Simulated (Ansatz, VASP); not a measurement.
## SiC: VASP beside Ansatz

Contents of INCAR:

```
PREC     = Accurate       # precision mode
ENCUT    = 520            # plane-wave cutoff, eV
EDIFF    = 1E-7           # SCF threshold, eV
ISMEAR   = 0              # smearing method
SIGMA    = 0.01           # smearing width, eV
LREAL    = F              # projectors in reciprocal space
LASPH    = T              # aspherical terms in the spheres
NELM     = 80             # most SCF steps
ALGO     = Normal         # electronic algorithm
ISIF     = 2              # what is computed and relaxed
LWAVE    = F              # write WAVECAR
LCHARG   = F              # write CHGCAR
GGA      = CA             # functional
IBRION   = 2              # ionic algorithm
NSW      = 50             # ionic steps
EDIFFG   = -0.002         # ionic threshold
```

KPOINTS

```
regular mesh
0
Gamma
  8 8 8
```

POSCAR

```
SiC
1.0
   -0.0108224269      2.1590741596      2.1590741596
    2.1590741596     -0.0108224269      2.1590741596
    2.1590741596      2.1590741596     -0.0108224269
Si C
1 1
Direct
    0.0000000000      0.0000000000      0.0000000000
    0.7500000000      0.7500000000      0.7500000000
```

Input for Ansatz:

```yaml
crystal:
  lattice:
    - [-0.01082242687, 2.15907415963, 2.15907415963]
    - [2.15907415963, -0.01082242687, 2.15907415963]
    - [2.15907415963, 2.15907415963, -0.01082242687]
  atoms:
    - { symbol: Si, position: [0.0, 0.0, 0.0] }
    - { symbol: C, position: [0.75, 0.75, 0.75] }
kpoints:
  mp_grid: { grid: [8, 8, 8] }
scf:
  occupations: { method: fixed }
  convergence: { dr2_threshold: 1.0e-10 }
hamiltonian:
  xc: lda
  pseudopotentials: { kind: all_electron, lapw: { basis_error: 0.0005 } }
output:
  forces: true
  stress: true
  eigenstates:
    kpoints:
      - [0.0, 0.0, 0.0]
      - [0.0, -0.5, -0.5]
      - [-0.5, 0.0, -0.5]
      - [-0.5, -0.5, 0.0]
      - [0.0, 0.5, 0.0]
      - [0.5, 0.0, 0.0]
      - [0.0, 0.0, 0.5]
      - [0.5, 0.5, 0.5]
relax:
  f_tol: 0.002
  max_steps: 30
```

Change from the starting cell: equal xy, yz and zx engineering shears of -0.5 %.

Alike in both runs: task relaxation of the atoms; functional LDA; k mesh 8 × 8 × 8; no spin polarisation.

|  | VASP | Ansatz |
| --- | --- | --- |
| version | VASP 6.6.1 | Ansatz 0.2.0 |
| potentials or method | VASP PAW LDA potentials, release 64 (Si, C) | all-electron LAPW, scalar-relativistic |
| plane-wave cutoff (eV) | 520 | see its input |
| occupations | gaussian, width 0.01 eV | fixed |

```csv
,VASP,Ansatz,Ansatz less VASP
"gap on the k mesh at the Fermi level, each at its own relaxed structure (eV)",1.23,1.25,+0.013
```

Ansatz ran all-electron here, so the differences hold the error of VASP's frozen core and of both bases.

A k mesh can miss the band edges.
